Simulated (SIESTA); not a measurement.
**A self-consistent single point of BeO (P6_3mc, 4 atoms in the cell) with SIESTA**

Method of the run: SIESTA 5.4.2 with GGA PBE, numerical atomic orbitals DZP, PseudoDojo PBE standard norm-conserving potentials (rewritten from UPF to PSML).

The input file:

```
# files in the folder: Be.psml O.psml (PseudoDojo PBE standard)
SystemName  BeO
SystemLabel beo

NumberOfAtoms                4
NumberOfSpecies              2
%block ChemicalSpeciesLabel
  1 4 Be
  2 8 O
%endblock ChemicalSpeciesLabel
LatticeConstant              1.0 Ang
%block LatticeVectors
     2.717181000    0.000000000    0.000000000
    -1.358591000    2.353148000    0.000000000
     0.000000000    0.000000000    4.413216000
%endblock LatticeVectors
AtomicCoordinatesFormat      Fractional
%block AtomicCoordinatesAndAtomicSpecies
     0.333333000    0.666667000    0.000160000  1
     0.666667000    0.333333000    0.500160000  1
     0.333333000    0.666667000    0.377340000  2
     0.666667000    0.333333000    0.877340000  2
%endblock AtomicCoordinatesAndAtomicSpecies

XC.functional                GGA
XC.authors                   PBE
PAO.BasisSize                DZP
PAO.EnergyShift              0.01 Ry
PAO.Polarization.NonPerturbative true
MeshCutoff                   300 Ry
%block kgrid.MonkhorstPack
    9   0   0  0.0
    0   9   0  0.0
    0   0   5  0.0
%endblock kgrid.MonkhorstPack
OccupationFunction           FD
ElectronicTemperature        10 K

MaxSCFIterations             150
SCF.Mixer.Method             Broyden
SCF.Mixer.Weight             0.25
SCF.Mixer.History            8
SCF.DM.Tolerance             1.0E-05
Diag.ParallelOverK           true
WriteForces                  true
Charge.Mulliken              end
```

Log, with long lists cut:

```
reinit: Reading from file input.fdf

reinit: System Name: BeO
reinit: System Label: beo

coor:   Atomic-coordinates input format  =     Fractional

siesta: Atomic coordinates (Bohr) and species
siesta:     -0.00000   2.96454   0.00133  1        1
siesta:      2.56737   1.48227   4.17122  1        2
siesta:     -0.00000   2.96454   3.14693  2        3
siesta:      2.56737   1.48227   7.31681  2        4

siesta: System type = bulk

initatomlists: Number of atoms, orbitals, and projectors:      4    38    42

siesta: ******************** Simulation parameters ****************************
redata: Spin configuration                          = none
redata: Time-Reversal Symmetry                      = T
redata: Number of Atomic Species                    =        2
redata: Mesh Cutoff                                 =   300.0000 Ry
redata: Net charge of the system                    =     0.0000 |e|
redata: Min. number of SCF Iter                     =        0
redata: Max. number of SCF Iter                     =      150
redata: SCF convergence failure will abort job
redata: SCF mix quantity                            = Hamiltonian
redata: Mix DM or H after convergence               =   F
redata: Recompute H after scf cycle                 =   F
redata: Mix DM in first SCF step                    =   T
redata: No kicks to SCF
redata: DM Mixing Weight for Kicks                  =     0.5000
redata: Require Harris convergence for SCF          =   F
redata: Harris energy tolerance for SCF             =     0.000100 eV
redata: Require DM convergence for SCF              =   T
redata: DM tolerance for SCF                        =     0.000010
redata: Require EDM convergence for SCF             =   F
redata: EDM tolerance for SCF                       =     0.001000 eV
redata: Require H convergence for SCF               =   T
redata: Hamiltonian tolerance for SCF               =     0.001000 eV
   [... lines left out ...]
diag: Parallel distribution                         =     1 x     1
diag: Used triangular part                          = Lower
diag: Absolute tolerance                            =  0.100E-15
diag: Orthogonalization factor                      =  0.100E-05
diag: Memory factor                                 =  1.0000

superc: Internal auxiliary supercell:     9 x     9 x     5  =     405
superc: Number of atoms, orbitals, and projectors:   1620  15390  17010

                        Single-point calculation

superc: Internal auxiliary supercell:     9 x     9 x     5  =     405
superc: Number of atoms, orbitals, and projectors:   1620  15390  17010

outcell: Unit cell vectors (Ang):
        2.717181    0.000000    0.000000
       -1.358591    2.353148    0.000000
        0.000000    0.000000    4.413216

outcell: Cell vector modules (Ang)   :    2.717181    2.717181    4.413216
outcell: Cell angles (23,13,12) (deg):     90.0000     90.0000    120.0000
outcell: Cell volume (Ang**3)        :     28.2178
new_DM -- step:     1
Initializing Density Matrix...

Attempting to read DM from file... Failed...
DM filled with atomic data:

InitMesh: MESH = 30 x 30 x 48 = 43200
InitMesh: Mesh cutoff (required, used) =   300.000   326.945 Ry

stepf: Fermi-Dirac step function
        iscf     Eharris(eV)        E_KS(eV)     FreeEng(eV)     dDmax    Ef(eV) dHmax(eV)
   scf:    1    -1641.504581    -1663.861980    -1663.861980  0.749351-11.341215  3.507674
   scf:    2    -1664.667415    -1664.328148    -1664.328148  0.081040-11.027611  1.437264
   scf:    3    -1664.435126    -1664.408221    -1664.408221  0.063021-10.570166  0.961108
   scf:    4    -1664.415538    -1664.412287    -1664.412287  0.079036 -9.981797  0.021517
   scf:    5    -1664.412306    -1664.412303    -1664.412303  0.000973 -9.979609  0.008217
   scf:    6    -1664.412305    -1664.412304    -1664.412304  0.000210 -9.981270  0.004450
   scf:    7    -1664.412305    -1664.412305    -1664.412305  0.000151 -9.982612  0.001520
   scf:    8    -1664.412305    -1664.412305    -1664.412305  0.000082 -9.982921  0.000748
   scf:    9    -1664.412305    -1664.412305    -1664.412305  0.000039 -9.983072  0.000371
   scf:   10    -1664.412305    -1664.412305    -1664.412305  0.000020 -9.983083  0.000350
   scf:   11    -1664.412305    -1664.412305    -1664.412305  0.000010 -9.983154  0.000195
   scf:   12    -1664.412305    -1664.412305    -1664.412305  0.000006 -9.983187  0.000121
SCF Convergence by DM+H criterion
max |DM_out - DM_in|         :     0.0000058040
max |H_out - H_in|      (eV) :     0.0001206282
SCF cycle converged after 12 iterations

Using DM_out to compute the final energy and forces

siesta: E_KS(eV) =            -1664.4123

siesta: E_KS - E_eggbox =     -1664.4123

siesta: Atomic forces (eV/Ang):
     1    0.000094   -0.000053   -0.021347
     2   -0.000094    0.000053   -0.021347
     3   -0.000015    0.000010    0.001207
     4    0.000015   -0.000010    0.001207
   Tot   -0.000000   -0.000000   -0.040281
   Max    0.021347
   Res    0.008729    sqrt( Sum f_i^2 / 3N )
   Max    0.021347    constrained

Stress tensor Voigt[x,y,z,yz,xz,xy] (kbar):       58.59       58.97       43.44       -0.00        0.00        0.33
(Free)E + p*V (eV/cell)    -1665.3575
Target enthalpy (eV/cell)    -1664.4123

siesta: Program's energy decomposition (eV):
siesta: Ebs     =      -750.042010
siesta: Eions   =      2013.459282
siesta: Ena     =       262.837155
siesta: Ekin    =      1092.300670
siesta: Enl     =      -628.897064
siesta: Eso     =         0.000000
siesta: Edftu   =         0.000000
siesta: DEna    =       -13.698586
siesta: DUscf   =         1.199168
siesta: DUext   =         0.000000
siesta: Ex      =      -342.540327
siesta: Ec      =       -22.154040
siesta: Exc     =      -364.694367
siesta: Eharris =     -1664.412305
siesta: Etot    =     -1664.412305
siesta: FreeEng =     -1664.412305

siesta: Stress tensor (static) (eV/Ang**3):
siesta:     0.036570    0.000206   -0.000000
siesta:     0.000206    0.036809   -0.000000
siesta:     0.000000   -0.000000    0.027114

siesta: Cell volume =         28.217790 Ang**3

siesta: Pressure (static):
siesta:                Solid            Molecule  Units
siesta:          -0.00036484         -0.00036965  Ry/Bohr**3
siesta:          -0.03349769         -0.03393953  eV/Ang**3
siesta:         -53.66921304        -54.37712473  kBar

mulliken: Atomic and Orbital Populations:

Species: Be
Atom  Qatom  Qorb
               1s      2s      2s      2py     2pz     2px
   1  3.294   1.977  -0.038   0.027   0.445   0.438   0.445
   2  3.294   1.977  -0.038   0.027   0.445   0.438   0.445

Species: O
Atom  Qatom  Qorb
               2s      2s      2py     2pz     2px     2py     2pz     2px
               3dxy    3dyz    3dz2    3dxz    3dx2-y2
   3  6.706   1.725  -0.003   1.749   1.771   1.750  -0.099  -0.118  -0.100
              0.007  -0.000   0.017  -0.000   0.007
   4  6.706   1.725  -0.003   1.749   1.771   1.750  -0.099  -0.118  -0.100
              0.007  -0.000   0.017  -0.000   0.007

mulliken: Qtot =       20.000

Mulliken Atomic Populations:
Atom #   charge [q] valence [e]  Species
     1     0.705775    3.294225  Be
     2     0.705775    3.294225  Be
     3    -0.705775    6.705775  O
     4    -0.705775    6.705775  O
 Total    -0.000000
```

The run converged in 12 iterations.

The starting cell comes from a database of computed structures (which also holds hypothetical and non-ambient phases and stackings), without a prior relaxation at this level. Its lattice was rescaled by a random factor within 2.5 % of one. Values carry the incompleteness of an atom-centred basis. With a pressure of about -5 GPa the cell is away from its equilibrium volume at this level.
